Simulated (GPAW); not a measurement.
Crystal: GaN.

```
CELL_PARAMETERS angstrom
3.18000 0.00000 0.00000
-1.59000 2.75396 0.00000
0.00000 0.00000 5.16600
ATOMIC_POSITIONS crystal
Ga 0.66667 0.33333 0.50000
Ga 0.33333 0.66667 0.00000
N 0.66667 0.33333 0.87500
N 0.33333 0.66667 0.37500
```

Base run:

```yaml
Program: GPAW 26.7.0
Functional: OLYP
Potentials_or_basis: PAW data sets generated in the run's folder for this functional
Cutoff: 800 eV
Basis: pw
k_mesh: 7 × 7 × 4
Occupations: fermi-dirac, width 0.05 eV
Spin: spin-orbit coupling, no magnetisation
```

Its results: band gap on the k mesh 2.25 eV, direct; pressure 15.9 GPa; largest force 0.195 eV/Å.

Task: After a change of settings the same cell gave: band gap on the k mesh 2.08 eV, direct; pressure 14.9 GPa; largest force 0.178 eV/Å. Which change was it?
A. functional from OLYP to BP86
B. functional from OLYP to PBEint; band points from 100 to 80
C. functional from OLYP to PBEsol; spin axis theta (degrees) from 0 to 90

Result: A.

Caveats: spin-orbit coupling was added after a scalar SCF, so levels and gaps hold it while energy, forces, pressure and moments don't; this program's spin-orbit splittings come out too wide for heavy elements; so large a pressure means that the cell lies far from this level's equilibrium, or that cutoff or potentials fall short (some runs).

Not every run made on this cell is shown here.
